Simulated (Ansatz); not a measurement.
**SrO in Ansatz: the effect of functional**

The system is SrO.

```
CELL_PARAMETERS angstrom
3.62298 0.00000 0.00000
-1.81149 3.13759 0.00000
0.00000 0.00000 6.33924
ATOMIC_POSITIONS crystal
Sr 0.66667 0.33333 0.75000
Sr 0.33333 0.66667 0.25000
O 0.00000 0.00000 0.50000
O 0.00000 0.00000 0.00000
```

Measurements of this composition are mostly on another form, of space group No. 225.

The cell isn't the ideal one: volume scaled by 1.06.

Alike in all runs:

* Program: Ansatz 0.2.0
* Task: single point
* Potentials or basis: Ansatz PAW
* k mesh: 9 × 9 × 5
* Occupations: fermi-dirac, width 0.05 eV
* Spin: no spin polarisation

```csv
functional,cutoff,gap on the mesh (eV),pressure (GPa)
LDA,420 eV (not typed: the program's choice for these potentials),?,?
PBEsol,420 eV (not typed: the program's choice for these potentials),2.62,-6.5
r2SCAN,500 eV (not typed: the program's choice for these potentials),3.32,-5.0
```

Task: What does the run with functional LDA give?

Result: gap on the mesh 2.55 eV; pressure -9.4 GPa.

Caveats: odd divisions of the mesh miss points on the zone boundary, where band edges often lie, so the gap on the mesh can be too wide; the PAW data sets come from PBE, with cores solved anew for the run's functional, which leaves a small shift of forces and pressure.

A k mesh can miss the band edges.

Runs at the PBE level aren't shown here.
